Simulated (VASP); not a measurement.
Input of a VASP 6.6.1 run:

INCAR

```
SYSTEM = BN
  PREC = Accurate
  ENCUT = 600
  EDIFF = 1E-6
  ISMEAR = -1
  SIGMA = 0.05
  LREAL = .False.
  LASPH = .True.
  NELM = 80
  ALGO = Normal
  ISIF = 3
  LWAVE = .False.
  LCHARG = .False.
  GGA = RE
  IBRION = 2
  NSW = 60
  EDIFFG = -0.01
```

File KPOINTS:

```
regular mesh
0
Gamma
  13 13 13
  0 0 0
```

File POSCAR:

```
BN
1.0
    0.0000000000      1.8130010000      1.8130010000
    1.8130010000      0.0000000000      1.8130010000
    1.8130010000      1.8130010000      0.0000000000
N B
1 1
Direct
    0.2500000000      0.2500000000      0.2500000000
    0.0000000000      0.0000000000      0.0000000000
```

Potentials or basis: VASP PAW PBE potentials, release 64 (N, B).

Run with:

```sh
$ cat potpaw_PBE.64/N/POTCAR potpaw_PBE.64/B/POTCAR > POTCAR
$ mpirun -np 1 vasp_std > vasp.out
```

**Question.** Estimate the relaxed volume.

**Answer.** 6.02 Å³/atom.

**Question.** Estimate the relaxed cell.

**Answer.** a = 2.573 Å, b = 2.573 Å, c = 2.573 Å, α = 60.00°, β = 60.00°, γ = 60.00°.

**Question.** Predict the band gap on the k mesh.

**Answer.** 4.53 eV, indirect (least direct gap 8.77 eV).

**Question.** Estimate the space group after relaxing (to 0.05 Å).

**Answer.** F-43m (No. 216).

Final structure:
```
N B
1.0
     0.00000    1.81960    1.81960
     1.81960    0.00000    1.81960
     1.81960    1.81960    0.00000
N B
1 1
Cartesian
  0.9098 0.9098 0.9098
  0.0000 0.0000 0.0000
```

Caveat: the PAW data sets were made with another functional, which shifts forces and pressure a little; an odd mesh through Γ misses points on the zone boundary, where band edges often lie.
